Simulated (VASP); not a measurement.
**MoP: relaxation of shape and atoms at fixed volume with PBE**

The system is MoP.

```
Mo P
1.0
     3.25109    0.00000    0.00000
    -1.62554    2.81552    0.00000
     0.00000    0.00000    3.22977
Mo P
1 1
Direct
  0.00000 0.00000 0.00000
  0.33333 0.66667 0.50000
```

- Program: VASP 6.6.1
- Task: relaxation of shape and atoms at fixed volume
- Functional: PBE
- Potentials or basis: VASP PAW PBE potentials, release 64 (Mo_sv, P)
- Cutoff: 520 eV
- k mesh: 3 × 3 × 4
- Occupations: gaussian, width 0.1 eV
- Spin: no spin polarisation
- Further INCAR settings: ALGO = Normal; EDIFF = 1e-07; IBRION = 2; EDIFFG = -0.002; NSW = 80; ISIF = 4

* Pressure after relaxing: 0.0 GPa
* Band gap on the k mesh: none (metal or under the smearing width)

Final structure:
```cif
data_structure
_symmetry_space_group_name_H-M 'P 1'
_symmetry_Int_Tables_number 1
_cell_length_a 3.2511
_cell_length_b 3.2511
_cell_length_c 3.2298
_cell_angle_alpha 90.000
_cell_angle_beta 90.000
_cell_angle_gamma 120.000
_cell_volume 29.56
loop_
_atom_site_label
_atom_site_type_symbol
_atom_site_fract_x
_atom_site_fract_y
_atom_site_fract_z
_atom_site_occupancy
Mo1 Mo 0.00000 0.00000 0.00000 1
P1 P 0.33333 0.66667 0.50000 1
```

Levels at points of the mesh, in eV from the Fermi level:
| k point | band 7 | band 8 | band 9 | band 10 | band 11 | band 12 |
| --- | --- | --- | --- | --- | --- | --- |
| (0.00, 0.00, 0.00) | -3.21 | -3.21 | -0.78 | 0.25 | 0.25 | 3.99 |
| (0.00, 0.00, 0.50) | -2.61 | -2.61 | -1.64 | -1.64 | 1.22 | 2.89 |

It took 2.6 s on 1 thread of Intel(R) Xeon(R) 6975P-C (Granite Rapids), with other jobs on the host, peak memory 0.13 GiB.

Caveat: the k mesh is coarse (spacing up to 0.74 Å⁻¹), so the values aren't converged; the relaxation stopped at its first step, so nothing moved.
